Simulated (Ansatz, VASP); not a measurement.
# Cross-check of SbPt (Stumpflite) between VASP and Ansatz

Aim: how closely do two programs agree when they are given the same cell, functional and k mesh? The cell is taken from a series of runs on this material, whose earlier steps may have relaxed, scaled, displaced or heated it; both programs get it as it stands.

Program: Ansatz 0.2.0. Level of theory: plane waves, with VASP 6.6.1 beside it; relaxation of cell and atoms at LDA. Results are calculated unless marked as measured.

## Step 1: The starting structure

It takes space group P6_3/mmc (No. 194, hexagonal). Conventional cell: a = 4.130 Å, b = 4.130 Å, c = 5.472 Å, α = 90.00°, β = 90.00°, γ = 120.00°. Sb has 6 Pt at 2.75 Å nearest. Nearest to Pt lie 2 Pt at 2.74 Å and 6 Sb at 2.75 Å. Farther neighbours are not listed.

## Step 2: Ansatz: relaxation of cell and atoms, LDA

Ansatz runs on its default PAW (the set named soft_2) files.

The relaxed volume is the usual yardstick between codes: in a stiff, nearly cubic crystal its relative difference is about their pressure difference at one cell divided by the bulk modulus.

input.yaml reads:

```yaml
crystal:
  lattice:
    - [4.13, 0.0, 0.0]
    - [-2.065, 3.5766849176, 0.0]
    - [0.0, 0.0, 5.472]
  atoms:
    - { symbol: Sb, position: [0.3333333333, 0.6666666667, 0.25] }
    - { symbol: Sb, position: [0.6666666667, 0.3333333333, 0.75] }
    - { symbol: Pt, position: [0.0, 0.0, 0.0] }
    - { symbol: Pt, position: [0.0, 0.0, 0.5] }
kpoints:
  mp_grid: { grid: [12, 12, 6] }
hamiltonian:
  xc: lda
scf:
  occupations: { method: gaussian, width: 0.1 }
output:
  forces: true
  stress: true
  eigenvalues: true
relax:
  adjacent_minimum: "off"
  f_tol: 0.005
  max_steps: 60
  cell: { stress_tol: 0.03 }
```

The run is started by

```console
$ ansatz run input.yaml --threads 4 --pin off --max-ram 8192MiB --backend cpu --events-out ev --progress --plain --runs-dir out
```

Numbers of over 12 decimals in the logs are rounded to 6 here.

The program printed:

```text
Engine: ansatz 0.2.0, aarch64-unknown-linux-gnu
Pseudopotentials: kind: paw
Pseudopotential: Sb, paw, valence charge 15, recommended cutoff 420 eV (normal), Sb.paw.azcp
Pseudopotential: Pt, paw, valence charge 18, recommended cutoff 420 eV (normal), Pt.paw.azcp
Functional definition: SPW92
  exchange = slater_x
  correlation = pw_c
Crystal: 4 atoms, lattice volume = 80.831 Å³
Basis set: ecut = 420 eV, 1579 PW (Γ)
Bands: 40, of which v1, the nominal top of the filled ones, is band 33 counted from 1 (32 counted from 0)
Symmetry: 24 space group operations
Space group: P63/mmc (ITA 194), of the structure as read, at distance tolerance 4.3e-5 Å
k-points: 76 of 864
Non-local potential: Sb, projectors of the file, l = 0: 2, l = 1: 2, l = 2: 2, l = 3: 2
Non-local potential: Pt, projectors of the file, l = 0: 3, l = 1: 2, l = 2: 2, l = 3: 1
PAW form: soft (Blöchl's): semilocal exchange-correlation on the pseudo side does not see the compensation charge
PAW frozen core: Sb, regenerated for the run's functional, and the local potential with it (the file was generated under x = pbe(κ = 0.804, μ = 0.219515), c = pbe(β = 0.066725))
PAW frozen core: Pt, regenerated for the run's functional, and the local potential with it (the file was generated under x = pbe(κ = 0.804, μ = 0.219515), c = pbe(β = 0.066725))
PAW one-centre angular grid: Sb, 590 points (default); XC on 64 Gauss nodes
PAW one-centre angular grid: Pt, 590 points (default); XC on 64 Gauss nodes
Initial density: superposition of atomic densities (neutral atoms: chi_scale 0, normalization atom), corrected by the library's trained network
Initial wavefunctions: pseudopotential atomic-orbital guess
Functional: x = slater, c = lda
SCF iter   1: F=—  HF=-37163.266557 eV  |F-HF|=—  |Δ(HF+E_count)|=         —  Δρ=8.20e-3  dr2=2.45e-2  ethr=1.77e-3  ⟨swp⟩=6.3  Hψ=11951  notcnv=0  defer=4
preconditioner: auto → LDOS  [metal: Δε(μ)=0.018 eV  Ē_g=18.568 eV  σ=0.100 eV  W_gap=0.10  n_scr=22 (ndim 8)  ℏωp=29.2 eV  f_vac=0.013  D(μ)=2.02/eV (n_scr^D=20)  β→1.0]
SCF iter   2: F=—  HF=-37163.261341 eV  |F-HF|=—  |Δ(HF+E_count)|=   5.22e-3  Δρ=2.37e-3  dr2=3.54e-3  ethr=3.71e-5  ⟨swp⟩=2.2  Hψ=5519  notcnv=0  defer=12
SCF iter   3: F=—  HF=-37163.259332 eV  |F-HF|=—  |Δ(HF+E_count)|=   2.01e-3  Δρ=7.16e-4  dr2=2.43e-4  ethr=5.37e-6  ⟨swp⟩=2.0  Hψ=4778  notcnv=0  defer=12
SCF iter   4: F=—  HF=-37163.259196 eV  |F-HF|=—  |Δ(HF+E_count)|=   1.37e-4  Δρ=1.01e-4  dr2=4.22e-6  ethr=3.69e-7  ⟨swp⟩=2.0  Hψ=4775  notcnv=0  defer=12
SCF iter   5: F=—  HF=-37163.259192 eV  |F-HF|=—  |Δ(HF+E_count)|=   3.70e-6  Δρ=2.48e-5  dr2=4.23e-7  ethr=6.39e-9  ⟨swp⟩=2.0  Hψ=4775  notcnv=0  defer=12
SCF iter   6: F=-37163.259192 eV  HF=-37163.259192 eV  |F-HF|=5.82e-10  |Δ(HF+E_count)|=   1.18e-7  Δρ=3.15e-6  dr2=6.01e-9  ethr=1.52e-10  ⟨swp⟩=8.7  Hψ=13563  notcnv=0
SCF 1 converged in 6 iterations: F = -37163.259192 eV  dr2 = 6.01e-9
  greatest PAW one-centre occupation: 1.000 electrons in one spin orbital (limit 2), on the Pt atom at site 2 (counted from 0), in its partial waves of l = 0
relax step   1: F+E_penalty+E_count = -37163.25919186 eV  Δ(F+E_penalty+E_count) = +0.000e0 eV  max|allowed force component| = 3.932e-17 eV/Å  Δτ_max = 0.0000 Å  P = -0.258 GPa  Ω = 80.831 Å³  (6 SCF iters, dr2 threshold 1.00e-7 eV, accepted)
[...]
relax step   2: F+E_penalty+E_count = -37163.26062930 eV  Δ(F+E_penalty+E_count) = -1.437e-3 eV  max|allowed force component| = 2.776e-17 eV/Å  Δτ_max = 0.0000 Å  P = +0.537 GPa  Ω = 80.493 Å³  energy of the carried Pulay correction = +1.271e-4 eV  (4 SCF iters, dr2 threshold 4.00e-7 eV, accepted)
[...]
relax step   3: F+E_penalty+E_count = -37163.26113073 eV  Δ(F+E_penalty+E_count) = -5.014e-4 eV  max|allowed force component| = 9.252e-18 eV/Å  Δτ_max = 0.0000 Å  P = -0.242 GPa  Ω = 80.887 Å³  energy of the carried Pulay correction = -2.051e-5 eV  (4 SCF iters, dr2 threshold 4.00e-7 eV, accepted)
[...]
relax step   4: F+E_penalty+E_count = -37163.26129032 eV  Δ(F+E_penalty+E_count) = -1.596e-4 eV  max|allowed force component| = 1.272e-17 eV/Å  Δτ_max = 0.0000 Å  P = -0.001 GPa  Ω = 80.752 Å³  energy of the carried Pulay correction = +2.992e-5 eV  (4 SCF iters, dr2 threshold 1.70e-7 eV, accepted)
[...]
relax step   5: F+E_penalty+E_count = -37163.26125565 eV  Δ(F+E_penalty+E_count) = +3.467e-5 eV  max|allowed force component| = 1.850e-17 eV/Å  Δτ_max = 0.0000 Å  P = -0.000 GPa  Ω = 80.752 Å³  stress off target by 4.99e-4 GPa  SCF on the basis re-selected at this cell (its energy is not comparable with the rows above)  (4 SCF iters)
basis re-selected at this cell: Δ(F+E_penalty+E_count) = +3.467e-5 eV, ΔP = +0.000 GPa vs the last step (what re-selecting the basis moved, of the pressure what is left beyond the Pulay correction that the steps carried, after the strain that the cell walked since its last selection, with what the two solves' SCF thresholds leave and, on support functions, any second-order correction that the steps lacked; it is no m [...]
SCF converged after 4 iterations
Free energy (F): -37163.261256 eV
Harris-Foulkes:  -37163.261256 eV  (|F-HF|=3.64e-11)
Internal energy: -37163.251250 eV  (E = F + TS)
E sigma→0 (E₀):  -37163.256253 eV
Entropy (-TS):   -0.010006 eV (-2.501 meV/atom)
Fermi energy:    16.489232 eV
--- Per-component energies (eV) ---
  E_band       = -675.401300
  E_kinetic    = 1702.380679
  E_local      = -6695.677487  (includes V_loc(G=0)·N_el)
  E_nonlocal   = 1149.945222
  E_hartree    = 2780.683071
  E_xc         = -800.231274
  E_vxc        = -805.122323  (∫ρ·V_xc dr)
  E_paw        = -27213.113079  (= ΣΔE_a)
  E_vpaw       = -1588.293795  (= ΣTr[D̂ρ^β])
  E_aug_tail   = 0.000346  (compensation charges beyond the density's cutoff)
  E_ewald      = -8089.284114
  E_core_change = 2.045386  (= ΣΔE_core)
  E_smearing   = -0.010006  (= −TS)
  E_closure    = 0.000000  (closes the sum)
  Σ components = -37163.261256   (vs F -37163.261256, Δ=0.00e0)
--- Forces (eV/Å), atoms counted from 1 ---
  atom   1  Sb    -0.00000000    -0.00000000     0.00000000
  atom   2  Sb     0.00000000     0.00000000    -0.00000000
  atom   3  Pt     0.00000000    -0.00000000     0.00000000
  atom   4  Pt     0.00000000    -0.00000000     0.00000000
  max |Σ_I F_I| component: 2.31e-18 eV/Å
--- Stress (GPa, compression-positive) ---
       -0.000499       0.000000      -0.000000
       -0.000000      -0.000499       0.000000
       -0.000000       0.000000      -0.000169
  P = ⅓ Tr σ = -0.0004 GPa (-0.004 kbar)
--- Band table (eV; the first three rows and the last of 76) ---
  k-point 0: bands = [... 29 lower, 14.3784, 16.3711, 16.3711, 17.3502, 18.8352, 18.8519, 20.0836, 20.0836, ... 3 higher]
  k-point 1: bands = [... 29 lower, 14.0040, 16.5452, 16.8954, 16.8954, 17.8514, 19.4954, 19.9629, 19.9629, ... 3 higher]
  k-point 2: bands = [... 29 lower, 13.3899, 15.4008, 16.3908, 17.8802, 17.8802, 19.5642, 19.5642, 20.5634, ... 3 higher]
  k-point 75: bands = [... 29 lower, 13.0081, 14.3016, 14.3016, 14.7225, 14.7225, 20.7821, 20.7821, 22.1322, ... 3 higher]
--- Relaxed structure (4 steps of the walk, 4 accepted, 1 SCFs on fresh bases) ---
  F+E_penalty+E_count = -37163.26125565 eV   max|allowed force component| = 1.850e-17 eV/Å   (the final SCF, on the basis selected at the relaxed cell)
  cell:  # Å, volume = 80.7521 Å³
    - [4.142378, 0, 0]
    - [-2.071189, 3.587405, 0]
    - [0, 0.0, 5.434050]
  atoms:
    - { symbol: Sb, position: [0.333333, 0.666667, 0.25] }
    - { symbol: Sb, position: [0.666667, 0.333333, 0.750000] }
    - { symbol: Pt, position: [0, 0, 0] }
    - { symbol: Pt, position: [0, 0, 0.5] }
```

Reading the cycles: dr2 is the Hartree energy of the density residual (eV), the measure of convergence; HF is the Harris–Foulkes estimate of the energy, which meets the free energy F at convergence.

## Step 3: VASP: relaxation of cell and atoms, LDA

The same cell, functional (in two slightly different forms), mesh and smearing now go to VASP, with its own data sets.

Lines of VASP's logs that name or quote its potential files are left out, and so is its time.

INCAR reads:

```
SYSTEM = SbPt
PREC = Accurate
ENCUT = 500
EDIFF = 1E-07
NELM = 120
ISMEAR = 0
SIGMA = 0.1
LREAL = .FALSE.
ALGO = Normal
GGA = CA
NBANDS = 21
LASPH = .TRUE.
LORBIT = 11
LWAVE = .FALSE.
LCHARG = .FALSE.
ISIF = 3
IBRION = 2
NSW = 80
EDIFFG = -0.005
GGA_COMPAT = .FALSE.
NELMIN = 4
KPAR = 2
```

POSCAR reads:

```
SbPt
1.0
    4.1300000000      0.0000000000      0.0000000000
   -2.0650000000      3.5766850000      0.0000000000
    0.0000000000      0.0000000000      5.4720000000
Sb Pt
2 2
Direct
    0.3333333799      0.6666667599      0.2500000000
    0.6666666201      0.3333332401      0.7500000000
    0.0000000000      0.0000000000      0.0000000000
    0.0000000000      0.0000000000      0.5000000000
```

KPOINTS reads:

```
Automatic mesh
0
Gamma
12 12 6
0 0 0
```

Potentials, in the order of the species: Sb and Pt (LDA family, release 64).

The run is started by

```console
$ mpirun -np 2 vasp_std
```

The program printed:

```text
[banner, memory and clock lines left out]
running    2 mpi-ranks, on    1 nodes
 distrk:  each k-point on    1 cores,    2 groups
 distr:  one band on    1 cores,    1 groups

 POSCAR found type information on POSCAR SbPt
 POSCAR found :  2 types and       4 ions
 LDA part: xc-table for (Slater(with rela. corr.)+CA(PZ))
 , standard interpolation
 POSCAR, INCAR and KPOINTS ok, starting setup
 FFT: planning ... GRIDC
 FFT: planning ... GRID_SOFT
 FFT: planning ... GRID
 WAVECAR not read
 entering main loop
       N       E                     dE             d eps       ncg     rms          rms(c)
DAV:   1     0.175705761364E+03    0.17571E+03   -0.12332E+04  3200   0.122E+03
DAV:   2    -0.184028996394E+02   -0.19411E+03   -0.18435E+03  3825   0.240E+02
DAV:   3    -0.268612642605E+02   -0.84584E+01   -0.81980E+01  3873   0.542E+01
DAV:   4    -0.269831834261E+02   -0.12192E+00   -0.12168E+00  3522   0.694E+00
DAV:   5    -0.269849864466E+02   -0.18030E-02   -0.18028E-02  3843   0.903E-01    0.138E+01
DAV:   6    -0.264795298042E+02    0.50546E+00   -0.18731E+00  3562   0.108E+01    0.708E+00
DAV:   7    -0.263673835300E+02    0.11215E+00   -0.25307E-01  3355   0.394E+00    0.360E+00
DAV:   8    -0.263330614495E+02    0.34322E-01   -0.86581E-02  3567   0.225E+00    0.358E-01
DAV:   9    -0.263326709677E+02    0.39048E-03   -0.25341E-03  3488   0.315E-01    0.216E-01
DAV:  10    -0.263324775695E+02    0.19340E-03   -0.85989E-04  3487   0.195E-01    0.461E-02
DAV:  11    -0.263324715524E+02    0.60171E-05   -0.26030E-05  3699   0.387E-02    0.153E-02
DAV:  12    -0.263324719599E+02   -0.40753E-06   -0.16611E-06  3527   0.926E-03    0.691E-03
DAV:  13    -0.263324718197E+02    0.14018E-06   -0.16864E-07  2509   0.264E-03    0.277E-03
DAV:  14    -0.263324718139E+02    0.58758E-08   -0.38302E-08  1861   0.120E-03
   1 F= -.26332472E+02 E0= -.26327260E+02  d E =-.263325E+02
[...]
2 F= -.26333787E+02 E0= -.26328690E+02  d E =-.131548E-02
[...]
3 F= -.26333923E+02 E0= -.26328885E+02  d E =-.145144E-02
[...]
4 F= -.26333892E+02 E0= -.26328830E+02  d E =0.312221E-04
 trial-energy change:    0.000031  1 .order    0.000032   -0.000067    0.000131
 step:   0.3736(harm=  0.3673)  dis= 0.00000  next Energy=   -26.333935 (dE=-0.116E-04)
 bond charge predicted
       N       E                     dE             d eps       ncg     rms          rms(c)
DAV:   1    -0.263342601180E+02   -0.36803E-03   -0.52590E-03  3382   0.586E-01    0.115E-01
DAV:   2    -0.263339723295E+02    0.28779E-03   -0.15165E-03  3382   0.326E-01    0.522E-02
DAV:   3    -0.263339404950E+02    0.31835E-04   -0.87483E-05  3347   0.778E-02    0.225E-02
DAV:   4    -0.263339350956E+02    0.53994E-05   -0.22073E-05  3358   0.209E-02    0.542E-03
DAV:   5    -0.263339349272E+02    0.16837E-06   -0.16384E-06  3566   0.985E-03    0.467E-03
DAV:   6    -0.263339349934E+02   -0.66168E-07   -0.21146E-07  2209   0.350E-03
   5 F= -.26333935E+02 E0= -.26328889E+02  d E =-.117382E-04
 curvature:  -0.19 expect dE=-0.136E-06 dE for cont linesearch -0.133E-06
 trial: gam= 0.00000 g(F)=  0.253E-42 g(S)=  0.721E-06 ort =-0.670E-05 (trialstep = 0.943E+00)
 search vector abs. value=  0.721E-06
 reached required accuracy - stopping structural energy minimisation
```

OUTCAR, selected parts (step 3):

```text
ion  position               nearest neighbor table
   1  0.333  0.667  0.250-   3 2.75   4 2.75   3 2.75   4 2.75   3 2.75   4 2.75   2 3.63   2 3.63
                             2 3.63   2 3.63   2 3.63   2 3.63
   2  0.667  0.333  0.750-   3 2.75   4 2.75   3 2.75   4 2.75   3 2.75   4 2.75   1 3.63   1 3.63
                             1 3.63   1 3.63   1 3.63   1 3.63
   3  0.000  0.000  0.000-   4 2.74   4 2.74   1 2.75   2 2.75   2 2.75   1 2.75   2 2.75   1 2.75

  LATTYP: Found a hexagonal cell.
 ALAT       =     4.1300000000
 C/A-ratio  =     1.3249394673

 Subroutine GETGRP returns: Found 24 space group operations
 (whereof 12 operations were pure point group operations)

The static configuration has the point symmetry D_3d.
 The point group associated with its full space group is D_6h.

 Found     76 irreducible k-points:

   k-points           NKPTS =     76   k-points in BZ     NKDIM =     76   number of bands    NBANDS=     21

   dimension x,y,z NGX =    30 NGY =   30 NGZ =   40
   dimension x,y,z NGXF=    60 NGYF=   60 NGZF=   80

   ENCUT  =  500.0 eV  36.75 Ry    6.06 a.u.   7.53  7.53  9.98*2*pi/ulx,y,z

   NELECT =      30.0000    total number of electrons

 k-points in reciprocal lattice and weights: Automatic mesh
   0.00000000  0.00000000  0.00000000       0.001
   0.08333333  0.00000000  0.00000000       0.007
   0.16666667  0.00000000  0.00000000       0.007
   0.25000000  0.00000000  0.00000000       0.007
   0.33333333  0.00000000  0.00000000       0.007
   0.41666667  0.00000000  0.00000000       0.007
   0.50000000  0.00000000  0.00000000       0.003
   0.08333333  0.08333333  0.00000000       0.007
   0.16666667  0.08333333  0.00000000       0.014
[...]
0.33333333  0.25000000  0.50000000       0.014
   0.33333333  0.33333333  0.50000000       0.002

 average (electrostatic) potential at core
       1 -84.0136       2 -84.0136       3 -64.4039       4 -64.4039

 E-fermi :  10.0811

 k-point     1 :       0.0000    0.0000    0.0000
  band No.  band energies     occupation
    ...
     10       6.4809      2.00000
     11       7.9513      2.00000
     12       7.9513      2.00000
     13       9.9664      1.89507
     14       9.9665      1.89505
     15      10.9151      0.00000
     16      12.4208      0.00000
     17      12.4360      0.00000
     18      13.6660      0.00000
     19      13.6660      0.00000
    ...

 k-point     2 :       0.0833    0.0000    0.0000
  band No.  band energies     occupation
    ...
     10       6.5105      2.00000
     11       7.9372      2.00000
     12       7.9519      2.00000
     13       9.3747      2.00000
     14       9.8322      1.99957
     15      10.8542      0.00000
     16      12.1765      0.00000
     17      12.5152      0.00000
     18      13.5494      0.00000
     19      13.8266      0.00000
    ...

 k-point     3 :       0.1667    0.0000    0.0000
  band No.  band energies     occupation
    ...
     10       6.5933      2.00000
     11       7.9025      2.00000
     12       7.9540      2.00000
     13       8.2972      2.00000
     14       9.4316      2.00000
     15      10.6396      0.00000
     16      11.6360      0.00000
     17      12.6646      0.00000
     18      13.5132      0.00000
     19      13.9275      0.00000
    ...

  Total       -0.0045306     -0.0045306     -0.0043256      0.0000000      0.0000000     -0.0000000
  in kB       -0.0897461     -0.0897461     -0.0856846      0.0000000      0.0000000     -0.0000000
  external PRESSURE =      -0.0883923 kB  Pullay stress =       0.0000000 kB

  energy-cutoff  :      500.00
  volume of cell :       80.88
      direct lattice vectors                 reciprocal lattice vectors
     4.142766695 -0.000000000  0.000000000     0.241384580  0.139363449 -0.000000000
    -2.071383348  3.587741283  0.000000000     0.000000000  0.278726898 -0.000000000
     0.000000000  0.000000000  5.441749276    -0.000000000 -0.000000000  0.183764438

 POSITION                                       TOTAL-FORCE (eV/Angst)
 -----------------------------------------------------------------------------------
     -0.00000      2.39183      1.36044        -0.000000     -0.000000     -0.000000
      2.07138      1.19591      4.08131         0.000000      0.000000      0.000000
      0.00000      0.00000      5.44175         0.000000     -0.000000      0.000000
      0.00000      0.00000      2.72087        -0.000000     -0.000000      0.000000
 -----------------------------------------------------------------------------------
    total drift:                               -0.000000     -0.000031      0.000001

  FREE ENERGIE OF THE ION-ELECTRON SYSTEM (eV)
  ---------------------------------------------------
  free  energy   TOTEN  =       -26.3339349934 eV

  energy  without entropy=      -26.3238428975  energy(sigma->0) =      -26.32888895

 reached required accuracy - stopping structural energy minimisation

 total charge
# of ion       s       p       d       tot
------------------------------------------
    1        1.160   1.165   0.084   2.409
    2        1.160   1.165   0.084   2.409
    3        0.686   0.584   8.211   9.481
    4        0.686   0.584   8.211   9.481
--------------------------------------------------
tot          3.690   3.498  16.591  23.779

[... 3 further parts left out ...]
```

CONTCAR:

```
SbPt
   1.00000000000000
     4.1427666952818401   -0.0000000000000000    0.0000000000000000
    -2.0713833476409200    3.5877412832005966    0.0000000000000000
     0.0000000000000000    0.0000000000000000    5.4417492762434145
  Sb              Pt
     2     2
Direct
     0.3333333798999973    0.6666667598999965    0.2500000000000000
     0.6666666201000027    0.3333332401000035    0.7500000000000000
     0.0000000000000000    0.0000000000000000    1.0000000000000000
     0.0000000000000000    0.0000000000000000    0.5000000000000000
```

## Step 4: Side by side

Known differences besides the potentials themselves: the two LDA forms differ slightly; the data sets hold 66 valence electrons in Ansatz (on its default PAW (the set named soft_2) files) and 30 in VASP; the cutoff is 420 eV in Ansatz and 500 eV in VASP; VASP's log shows a relativistic correction to its local exchange, Ansatz's none; Ansatz adds a Pulay correction to the stress that steers its cell, VASP none. Total energies have different zeros and are not compared.

The two programs side by side:

| quantity | Ansatz | VASP | difference |
| --- | --- | --- | --- |
| volume (Å³) | 80.75 | 80.88 | -0.16 % |
| edge a after relaxation, in the typed setting (Å) | 4.142 | 4.143 | -0.01 % |
| edge c after relaxation, in the typed setting (Å) | 5.434 | 5.442 | -0.14 % |

## Step 5: Summary of results

* difference in volume (relaxation of cell and atoms, LDA): -0.16 %

What this shows: The difference in volume is -0.16 % (relaxation of cell and atoms, LDA), within the 1.2 % picked in this series as the mark of a large difference, as far as the stopping tolerances let one tell. The data sets hold unlike numbers of valence electrons (66 in Ansatz and 30 in VASP), so part of the differences comes from the potentials. 1 further run of this series is not shown here. Such differences can come from data sets, numerical settings and the points named under the comparisons, not from the functional's error against experiment.

[Lines on the potential files, build, host, timing and source positions are cut from VASP's logs without a mark.]

[Logs are printed without paths, hosts, clocks, repeated set-up lines and the standing remarks that a program may print on its own settings, such as how far it seeks lower states.]

[Hosts, paths, dates, database ids (printed as entryN), source tags and the programs' standing remarks are cut or masked in the printed files.]
